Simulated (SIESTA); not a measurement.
# Li2S in SIESTA: the effect of functional

The system is Li2S.

```
CELL_PARAMETERS angstrom
0.00000 2.84450 2.84450
2.84450 0.00000 2.84450
2.84450 2.84450 0.00000
ATOMIC_POSITIONS crystal
S 0.00000 0.00000 0.00000
Li 0.75000 0.75000 0.75000
Li 0.25000 0.25000 0.25000
```

Alike in all runs:

| Item | Value |
| --- | --- |
| Program | SIESTA 5.4.2 |
| Task | band structure |
| Basis | DZP (energy shift 0.003 Ry; two zetas on semicore shells) |
| Grid cutoff | 800 Ry |
| Energy shift | 0.003 Ry |
| k mesh | 8 × 8 × 8 |
| Occupations | fermi-dirac, width 0.05 eV |
| Spin | no spin polarisation |

Task: One run gave: gap on the mesh 3.36 eV; pressure 1.0 GPa. Which functional did it use?
A. AM05
B. vdW-DF-cx
C. BLYP

Result: A.

```csv
functional,potentials or basis,gap on the mesh (eV),pressure (GPa)
AM05,PseudoDojo 0.4 standard (PBEsol files),3.36,1.0
BLYP,PseudoDojo 0.4 standard (PBE files),3.68,3.0
vdW-DF-cx,PseudoDojo 0.4 standard (PBE files),3.41,1.7
```

Caveats: the potentials were made for another functional, which shifts forces and pressure; the basis of atomic orbitals isn't converged, which shifts pressures, moduli and gaps.

